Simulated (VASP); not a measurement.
Set up this calculation in VASP 6.6.1, as the native input.

```
Task                   : single point
Functional             : PBE
Potentials or basis    : VASP PAW PBE potentials, release 64 (Mn_GW)
Cutoff                 : 550 eV
k mesh                 : 12 × 12 × 12
Occupations            : gaussian, width 0.1 eV
Spin                   : collinear spin, ferromagnetic start
Starting moments       : [4.0] μB
Further INCAR settings : ALGO = Fast; EDIFF = 1e-07
```

The structure of Mn lies in POSCAR:

```
Mn
1.0
   -1.5405000000      1.5405000000      1.5405000000
    1.5405000000     -1.5405000000      1.5405000000
    1.5405000000      1.5405000000     -1.5405000000
Mn
1
Direct
    0.0000000000      0.0000000000      0.0000000000
```

This isn't the form of Mn at room conditions, which is a 58-atom cubic cell.

The input as run:

INCAR

```
  ALGO = Fast
  EDIFF = 1E-7
  ENCUT = 550
  GGA = PE
  ISIF = 2
  ISMEAR = 0
  ISPIN = 2
  LASPH = True
  LCHARG = False
  LMAXMIX = 4
  LORBIT = 11
  LREAL = False
  LWAVE = False
  MAGMOM = 4
  NELM = 100
  PREC = Accurate
  SIGMA = 0.1
```

KPOINTS

```
k-points
0
Gamma
  12 12 12
```

Potentials or basis: VASP PAW PBE potentials, release 64 (Mn_GW).

Launch:

```bash
$ cat potpaw_PBE.64/Mn_GW/POTCAR > POTCAR
$ mpirun -np 1 vasp_std > vasp.out
```

It gave:

```yaml
Pressure: -10.1 GPa
Band_gap_on_the_k_mesh: none (metal or under the smearing width)
Net_moment: 3.09 μB per cell
Site_moments: Mn +3.00 μB
Valence_electrons_inside_the_program's_atomic_spheres: Mn 5.89
```

Run time: 89 s on 1 thread of Intel(R) Xeon(R) Platinum 8375C CPU @ 2.90GHz (Ice Lake) (shared host), peak memory 0.15 GiB.
